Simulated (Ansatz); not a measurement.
InAs:

```
In As
1.0
     0.00000    3.01800    3.01800
     3.01800    0.00000    3.01800
     3.01800    3.01800    0.00000
In As
1 1
Direct
  0.00000 0.00000 0.00000
  0.75000 0.75000 0.75000
```

Program: Ansatz 0.2.0. Alike in all runs: task band structure; potentials or basis all-electron LAPW, scalar-relativistic; no spin polarisation; cell as given; k mesh 8 × 8 × 8; cutoff (eV) 283; smearing fermi-dirac 0.05 eV; basis error allowed 0.001 eV/atom.

Task: Order these runs on this cell by their pressure, lowest first.
A. level BLYP
B. level revPBE
C. level LDA
D. level PBEsol

Result: C (-0.3 GPa), D (1.5 GPa), B (5.6 GPa), A (7.5 GPa).
